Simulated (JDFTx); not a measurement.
MnO under changes of volume

One of the cells (10.999 Å³/atom); the others are scaled copies at fixed shape and fractional positions:

```
Mn O
1.0
     0.00000    2.22391    2.22391
     2.22391    0.00000    2.22391
     2.22391    2.22391    0.00000
Mn O
1 1
Direct
  0.00000 0.00000 0.00000
  0.50000 0.50000 0.50000
```

The cell is a database's computed one.

| Quantity | Value |
| --- | --- |
| Program | JDFTx 1.7.0 (patched build) |
| Functional | LDA |
| Potentials or basis | PseudoDojo-SR-LDA-0.4.1-standard with smoothed tails |
| Cutoff | 1306 eV |
| Density cutoff | 10449 eV |
| k mesh | 10 × 10 × 10 |
| Occupations | fermi-dirac, width 0.05 eV |
| Spin | collinear spin, ferromagnetic start |
| Starting moments | [4.0, 0.0] μB |

```csv
volume (Å³/atom),energy over the lowest point (meV/atom),pressure (GPa),moment (μB per cell)
10.339,0.00,-11.6,4.42
10.559,17.00,-13.1,4.51
10.779,36.05,-14.6,4.58
10.999,57.10,-16.0,4.65
11.219,79.59,-17.0,4.73
11.439,103.07,-18.2,4.78
11.659,?,?,?
```

Problem. What does the run at 11.659 Å³/atom give?

Solution. Energy over the lowest point 128.81 meV/atom; pressure -19.7 GPa; moment 4.81 μB per cell.

Worked out: A Birch-Murnaghan fit of order 3 (a polynomial in V^(-2/3)) to the other rows has no minimum within the range. It gives 127.46 meV/atom at 11.659 Å³/atom, against the run's 128.81, and -dE/dV = -18.0 GPa, against -19.7. A parabola through the other rows of the moment, of slope 0.238 μB per Å³/atom there, extrapolates to 4.84 μB, against the run's 4.81.

Energies are extrapolated to zero smearing.

Caveats: a cell with one magnetic atom can't hold antiferromagnetic order, which such compounds often take.
